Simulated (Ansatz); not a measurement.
What strain does to SnO₂ (fluorite)

Fluorite SnO₂, relaxed with r2SCAN in the PAW code Ansatz. Space group Fm-3m (No. 225), cubic; a = 5.067 Å in the conventional setting, 10.84 Å³ an atom. Sn has 8 O at 2.19 Å; O has 4 Sn at 2.19 Å.

The axes x, y and z are those of this cell:
```yaml
crystal:
  lattice:
    - [0.00000, 2.53347, 2.53347]
    - [2.53347, 0.00000, 2.53347]
    - [2.53347, 2.53347, 0.00000]
  atoms:
    - { symbol: Sn, position: [0.00000, 0.00000, 0.00000] }
    - { symbol: O, position: [0.25000, 0.25000, 0.25000] }
    - { symbol: O, position: [0.75000, 0.75000, 0.75000] }
```

Unstrained: With r2SCAN the valence top lies at W and the conduction bottom at Γ, 0.838 eV higher; the smallest vertical gap, at Γ, is 2.269 eV. With HSE06 the valence top lies at W and the conduction bottom at Γ, 1.684 eV higher; the smallest vertical gap, at Γ, is 3.172 eV. Meshes: r2SCAN 8×8×8, HSE06 6×6×6. Strains are changes of length per length. After each strain the atoms were relaxed again with r2SCAN within the symmetry that the strain leaves, so tilts or polar shifts that break it weren't tested; points keep the names that they have in the unstrained zone. Note: simulated data, non-magnetic, for a generated structure that need not be the stable one.

Changes of the least gap in eV (an overlap counts as a negative gap):
```csv
strain,volume change (%),space group,r2SCAN,HSE06,"energy rise, r2SCAN (meV/atom)"
isotropic +1.5 % on every length,+4.6,Fm-3m,-0.457,-0.503,14.7
isotropic -3.0 % on every length,-8.7,Fm-3m,+1.003,+1.093,70.0
uniaxial +3.0 % along z,+3.0,I4/mmm,-0.456,-0.480,16.1
uniaxial +5.0 % along x,+5.0,I4/mmm,-0.773,-0.816,43.2
"epitaxial +1.5 % in the xy plane, free normal strain -0.30 %",+2.7,I4/mmm,-0.355,-0.374,8.9
```

Isotropic +1.5 % on every length. HSE06: the gap goes from 1.684 to 1.181 eV (-0.503 eV). Stress change with r2SCAN, compression positive: xx -9.14, yy -9.14, zz -9.14 GPa. For HSE06, dE_g/d ln V = -11.3 eV over this step.

Isotropic -3.0 % on every length. HSE06: the gap goes from 1.684 to 2.777 eV (+1.093 eV). Stress change with r2SCAN, compression positive: xx +25.78, yy +25.78, zz +25.78 GPa. For HSE06, dE_g/d ln V = -12.0 eV over this step.

Uniaxial +3.0 % along z, other directions held. HSE06: the gap goes from 1.684 to 1.204 eV (-0.480 eV); the W points, equivalent before, split by 116 meV, and the valence top lies at those like (1/4, -1/4, -1/2). Stress change with r2SCAN, compression positive: xx -1.53, yy -1.53, zz -15.47 GPa.

Uniaxial +5.0 % along x, other directions held. HSE06: the gap goes from 1.684 to 0.868 eV (-0.816 eV). Stress change with r2SCAN, compression positive: xx -24.42, yy -2.17, zz -2.17 GPa.

Epitaxial +1.5 % in the xy plane, free normal strain -0.30 %. HSE06: the gap goes from 1.684 to 1.310 eV (-0.374 eV); the edges go from W → Γ to (0.284, -1/2, -0.216) → Γ. Stress change with r2SCAN, compression positive: xx -8.51, yy -8.51, zz -0.05 GPa.

No spin-orbit coupling is included; it can move band edges with weight on the heavy atoms by tenths of an eV.

Where an edge lies off the special points, it is a point of the mesh or the k point where a search put PBE's edge or least direct gap, reused for the other functionals, whose own edges may lie a little apart.

Coordinates of k points refer to the reciprocal vectors of the primitive cell of the runs.

The meshes of the hybrids are coarse, so their gaps aren't converged to the digits shown.
